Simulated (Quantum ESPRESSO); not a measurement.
Crystal: Sb.

```xyz
1
Lattice="0.0000 2.3712 2.3712 2.3712 0.0000 2.3712 2.3712 2.3712 0.0000" Properties=species:S:1:pos:R:3 pbc="T T T"
Sb    0.0000    0.0000    0.0000
```

This isn't the form of Sb at room conditions, which is rhombohedral.

Base run:

- Program: Quantum ESPRESSO 7.5
- Functional: LDA
- Potentials or basis: GBRV 1.5 LDA
- Cutoff: 612 eV
- Density cutoff: 4898 eV
- k mesh: 10 × 10 × 10
- Occupations: fermi-dirac, width 0.05 eV
- Spin: no spin polarisation

Its results: band gap on the k mesh none (metal or under the smearing width); pressure -2.4 GPa.

The run is repeated on the same cell with these changes: functional from LDA to PBEsol; potentials or basis from GBRV 1.5 LDA to GBRV 1.5 PBEsol. What comes out?

Band gap on the k mesh none (metal or under the smearing width); pressure -1.3 GPa.

Not every run made on this cell is shown here.
